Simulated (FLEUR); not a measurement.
Runs of FLEUR MaX-R8.1 (later development tree) on As. It takes space group R-3m (No. 166, trigonal). The conventional cell has a = 3.762 Å, b = 3.762 Å, c = 10.542 Å, α = 90.00°, β = 90.00°, γ = 120.00°. Around As (site symmetry 3m) lie 3 As at 2.51 Å. 

```tsv
task	level	gmax	muffin-tin radii	max iterations	mixing factor	mixer	kmax	V0 of scaled cells (Å³/atom)	B0 (GPa)
equation of state	AM05	14.3 1/bohr	As 2.13 bohr	-	-	-	4.6 1/bohr	21.61	(b)
equation of state	PBEsol	14.3 1/bohr	As 2.13 bohr	-	-	-	4.6 1/bohr	21.61	77
equation of state	LDA	14.3 1/bohr	As 2.13 bohr	-	-	-	4.6 1/bohr	21.14	81
equation of state	PBE	14.3 1/bohr	As 2.13 bohr	-	-	-	4.6 1/bohr	(a)	68
```

Alike in all rows: potentials or basis all-electron, FLAPW; no spin polarisation; cell as given; k mesh 9 × 9 × 9; smearing fermi-dirac 0.05 eV.

Problem. Estimate the missing entries.

Solution. (a) 22.61; (b) 74.

Caveats: the cell was scaled at fixed shape and fractional positions, which overstates the stiffness of a crystal with free parameters, most of all of layers and chains.

Not every run made on this cell is shown here.
